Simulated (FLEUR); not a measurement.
Na2S:

```
S Na
1.0
     0.00000    3.27350    3.27350
     3.27350    0.00000    3.27350
     3.27350    3.27350    0.00000
S Na
1 2
Direct
  0.00000 0.00000 0.00000
  0.75000 0.75000 0.75000
  0.25000 0.25000 0.25000
```

Base run:

```yaml
Program: FLEUR MaX-R8.1 (later development tree)
Functional: PBEsol
Potentials_or_basis: all-electron
Basis: FLAPW
Kmax: 4.1 1/bohr
k_mesh: 7 × 7 × 7
Occupations: fermi-dirac, width 0.05 eV
Spin: no spin polarisation
```

Its results: band gap on the k mesh 2.36 eV, direct.

Problem. After a change of settings the same cell gave: band gap on the k mesh 2.92 eV, direct. Which change was it?
A. muffin-tin radii from S 2.48, Na 2.48 bohr to S 2.41, Na 2.41 bohr
B. functional from PBEsol to LDA
C. functional from PBEsol to r2SCAN

Solution. C.

r2SCAN gives the wider gap, since meta-GGAs in the generalised Kohn-Sham scheme recover part of the derivative discontinuity.

Caveats: the meta-GGA is that of a development version, with a GGA for the radial functions and cores and without core tails (some runs).

Not every run made on this cell is shown here.
